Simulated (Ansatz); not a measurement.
The system is Hf.

```
Hf
1.0
     3.19670    0.00000    0.00000
    -1.59835    2.76842    0.00000
     0.00000    0.00000    5.05780
Hf
2
Direct
  0.66667 0.33333 0.75000
  0.33333 0.66667 0.25000
```

Base run:

```yaml
Program: Ansatz 0.2.0
Functional: PBE
Potentials_or_basis: all-electron LAPW, scalar-relativistic
Cutoff: 213 eV (chosen from the basis error)
Basis_error_allowed: 0.001 eV/atom
k_mesh: 10 × 10 × 5
Occupations: gaussian, width 0.018 eV
Spin: no spin polarisation
```

Its results: pressure 0.6 GPa.

Problem. The run is repeated on the same cell with these changes: functional from PBE to BLYP; occupations from gaussian, width 0.018 eV to fermi-dirac, width 0.05 eV. What comes out?

Solution. Pressure 3.4 GPa.
